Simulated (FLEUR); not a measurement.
Input of a FLEUR MaX-R8.1 (later development tree) run:

The input inp.xml:

```xml
<?xml version="1.0" encoding="UTF-8" standalone="no"?>
<fleurInput fleurInputVersion="0.39">
   <comment>
      Ba                                                                                                  
   </comment>
   <calculationSetup>
      <cutoffs Kmax="3.8" Gmax="11.8" GmaxXC="11.8" numbands="0"/>
      <scfLoop itmax="60" minDistance="0.00001" maxIterBroyd="15" imix="Anderson" alpha="0.05" precondParam="0.0" spinf="2.0" sdNocoIR="T"/>
      <coreElectrons ctail="T" frcor="F" kcrel="0" coretail_lmax="0"/>
      <xcFunctional name="pbe" relativisticCorrections="F"/>
      <magnetism jspins="1"/>
      <soc l_soc="F" theta="0.0" phi="0.0" spav="F"/>
      <expertModes spex="0" secvar="F"/>
      <geometryOptimization l_f="T" forcealpha="1.0" forcemix="BFGS" epsdisp="0.0005" epsforce="0.0002"/>
      <ldaU l_linMix="F" mixParam="0.05" spinf="1.0"/>
   </calculationSetup>
   <cell>
      <bzIntegration valenceElectrons="20.0" mode="hist" fermiSmearingEnergy="0.00183747">
         <kPointListSelection listName="default-1"/>
         <!-- k-points included here -->
         <xi:include xmlns:xi="http://www.w3.org/2001/XInclude" href="kpts.xml"> </xi:include>
      </bzIntegration>
      <!-- symmetry operations included here -->
      <xi:include xmlns:xi="http://www.w3.org/2001/XInclude" href="sym.xml"> </xi:include>
      <bulkLattice scale="1.0">
         <bravaisMatrix>
            <row-1>    0.0000000000000000     6.1088515078712922     6.1088515078712922</row-1>
            <row-2>    6.1088515078712922     0.0000000000000000     6.1088515078712922</row-2>
            <row-3>    6.1088515078712922     6.1088515078712922     0.0000000000000000</row-3>
         </bravaisMatrix>
      </bulkLattice>
   </cell>
   <atomSpecies>
      <species name="Barium (Ba)" element="Ba" atomicNumber="56">
         <mtSphere radius="2.66" gridPoints="879" logIncrement="0.015"/>
         <atomicCutoffs lmax="11" lnonsphr="8"/>
         <electronConfig flipSpins="F">
            <coreConfig>(1s1/2) (2s1/2) (2p1/2) (2p3/2) (3s1/2) (3p1/2) (3p3/2) (4s1/2) (3d3/2) (3d5/2) (4p1/2) (4p3/2)</coreConfig>
            <valenceConfig>(5s1/2) (4d3/2) (4d5/2) (5p1/2) (5p3/2) (6s1/2)</valenceConfig>
         </electronConfig>
         <energyParameters s="6" p="5" d="4" f="4"/>
         <lo type="SCLO" l="0" n="5" eDeriv="0"/>
         <lo type="HELO" l="1" n="6" eDeriv="0"/>
         <lo type="HELO" l="1" n="6" eDeriv="1"/>
         <lo type="HELO" l="2" n="5" eDeriv="0"/>
         <lo type="HELO" l="2" n="5" eDeriv="1"/>
         <lo type="SCLO" l="3" n="4" eDeriv="2"/>
      </species>
   </atomSpecies>
   <atomGroups>
      <atomGroup species="Barium (Ba)">
         <relPos label="                   1">.0000000000 .0000000000 .0000000000</relPos>
         <force calculate="T" relaxXYZ="TTT"/>
      </atomGroup>
   </atomGroups>
   <output dos="F" band="F" slice="F">
      <checks vchk="F" cdinf="F"/>
      <bandDOS minEnergy="-.5*Htr" maxEnergy="0.5*Htr" sigma="0.015" storeEVData="T"/>
      <vacuumDOS vacdos="F" integ="F" star="F" nstars="0" locx1="0.0" locy1="0.0" locx2="0.0" locy2="0.0" nstm="0" tworkf="0.0"/>
      <unfoldingBand unfoldBand="F" supercellX="1" supercellY="1" supercellZ="1"/>
      <plotting iplot="0" polar="F">
         <plot TwoD="T" vec1="  1.0  0.0  0.0" vec2="  0.0  1.0  0.0" vec3="  0.0  0.0  1.0" zero="  0.0  0.0  0.0" file="plot"/>
      </plotting>
      <chargeDensitySlicing numkpt="0" minEigenval="0.0" maxEigenval="0.0" nnne="0" pallst="F"/>
      <specialOutput eonly="F"/>
      <moessbauerParams electricFieldGradient="T" isomerShift="T" coreHyperfine="T" valenceHyperfine="T"/>
      <magneticCircularDichroism mcd="F" energyLo="-10.0" energyUp="0.0"/>
   </output>
  <!-- We include the file relax.xml here to enable relaxations (see documentation) -->
  <xi:include xmlns:xi="http://www.w3.org/2001/XInclude" href="relax.xml"> <xi:fallback/> </xi:include>
</fleurInput>
```

crystal.txt

```
Ba
&input cartesian=F /
0.0000000000  3.2326650028  3.2326650028
3.2326650028  0.0000000000  3.2326650028
3.2326650028  3.2326650028  0.0000000000
1.8897261246
1.0 1.0 1.0

1
56 0.0000000000  0.0000000000  0.0000000000

&kpt div1=7 div2=7 div3=7 gamma=T /
```

Potentials or basis: all-electron, FLAPW.

Run with:

```sh
$ inpgen -f crystal.txt -profile fastHighL
$ # inp.xml edited to the form shown
$ fleur_MPI
```

Q: What does it give for the band gap on the k mesh?

A: None (metal or under the smearing width).

Core levels (eV from the Fermi level):
```tsv
atom	levels
1 Ba	1s1/2 -37225.7, 2s1/2 -5877.9, 2p1/2 -5536.3, 2p3/2 -5154.5, 3s1/2 -1237.1, 3p1/2 -1093.8, 3p3/2 -1020.0, 4s1/2 -239.0, 3d3/2 -768.8, 3d5/2 -753.0, 4p1/2 -186.9, 4p3/2 -171.5
```

Spin-orbit coupling is left out, which matters for the levels of Ba.
